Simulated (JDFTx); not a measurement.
The system is CuO.

```
Cu O
1.0
     2.83633    0.00000    0.00000
    -1.41816    2.45633    0.00000
     0.00000    0.00000    2.76811
Cu O
1 1
Direct
  0.00000 0.00000 0.00000
  0.66667 0.33333 0.50000
```

Measurements of this composition are mostly on another form, of space group No. 15.

```yaml
Program: JDFTx 1.7.0 (patched build)
Task: relaxation of cell and atoms
Functional: PBE
Potentials_or_basis: PseudoDojo-SR-PBE-0.5-stringent with smoothed tails
Cutoff: 1415 eV
Density_cutoff: 11320 eV
k_mesh: 6 × 6 × 5
Occupations: fermi-dirac, width 0.05 eV
Spin: no spin polarisation
```

At the start: pressure -1.0 GPa; volume 9.64 Å³/atom.

Task: Where does the relaxation end?

Result: Over 8 steps the energy falls by 10.6 meV/atom and the volume is 9.66 Å³/atom (+0.2 %); space group P-6m2 (No. 187, to 0.05 Å).

Step by step:
```tsv
step	energy change (eV)	largest force (eV/Å)	pressure (GPa)	volume (Å³)
1	0.0000	0.0000	-1.02	19.29
2	-0.0048	0.0000	-0.60	19.25
3	-0.0194	0.0000	1.19	19.15
4	-0.0208	0.0000	-0.78	19.40
5	-0.0211	0.0000	0.27	19.29
6	-0.0211	0.0000	0.04	19.32
7	-0.0211	0.0000	-0.02	19.33
8	-0.0211	0.0000	0.02	19.32
```

Final structure:
```cif
data_structure
_symmetry_space_group_name_H-M 'P 1'
_symmetry_Int_Tables_number 1
_cell_length_a 2.8845
_cell_length_b 2.8845
_cell_length_c 2.6816
_cell_angle_alpha 90.000
_cell_angle_beta 90.000
_cell_angle_gamma 120.000
_cell_volume 19.32
loop_
_atom_site_label
_atom_site_type_symbol
_atom_site_fract_x
_atom_site_fract_y
_atom_site_fract_z
_atom_site_occupancy
Cu1 Cu 0.00000 0.00000 0.00000 1
O1 O 0.66667 0.33333 0.50000 1
```

Caveat: the k mesh is coarse (spacing up to 0.45 Å⁻¹), so the values aren't converged; an odd number of electrons without spin polarisation forces a metal; a magnetic or distorted state may lie lower; the run has no spin polarisation, though such a crystal can be magnetic.
